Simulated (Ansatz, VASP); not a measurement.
# Pt in VASP and in Ansatz

File INCAR:

```
SYSTEM = Pt
PREC = Accurate
ENCUT = 520
EDIFF = 1E-7
ISMEAR = 0
SIGMA = 0.1
LREAL = .FALSE.
LASPH = .TRUE.
NELM = 60
ALGO = Normal
ISIF = 2
LWAVE = .FALSE.
LCHARG = .FALSE.
GGA = PE
NBANDS = 11
```

KPOINTS

```
Automatic mesh
0
G
  18 18 18
  0 0 0
```

File POSCAR:

```
Pt
1.0
    0.0000000000      1.9650045280      1.9650045280
    1.9650045280      0.0000000000      1.9650045280
    1.9650045280      1.9650045280      0.0000000000
Pt
1
Direct
    0.0000000000      0.0000000000      0.0000000000
```

Input for Ansatz:

```yaml
crystal:
  lattice:
    - [0.0, 1.9650045277, 1.9650045277]
    - [1.9650045277, 0.0, 1.9650045277]
    - [1.9650045277, 1.9650045277, 0.0]
  atoms:
    - { symbol: Pt, position: [0.0, 0.0, 0.0] }
basis:
  ecutwfc: 420
kpoints:
  mp_grid: { grid: [18, 18, 18] }
hamiltonian:
  xc: pbe
scf:
  occupations: { method: gaussian, width: 0.1 }
output:
  forces: true
  stress: true
  eigenvalues: true
```

Alike in both runs: task single point; functional PBE; k mesh 18 × 18 × 18; occupations gaussian, width 0.1 eV; no spin polarisation.

```csv
,VASP,Ansatz
version,VASP 6.6.1,Ansatz 0.2.0
potentials or method,"VASP PAW PBE potentials, release 64 (Pt)","scalar-relativistic, plane waves, PAW"
plane-wave cutoff (eV),520,420
valence electrons in the cell,10,18
```

```tsv
	VASP	Ansatz	Ansatz less VASP
gap on the k mesh at the Fermi level (eV)	none	none	-
pressure (GPa)	7.7	8.2	+0.53
```

A gap of «none» marks a metal or a gap that the smearing closes. The functional is the same, so the differences come from potentials, cutoffs and numerics. The two sets of potentials don't hold the same shells in valence.

Spin-orbit coupling is left out, which matters for the levels of Pt.
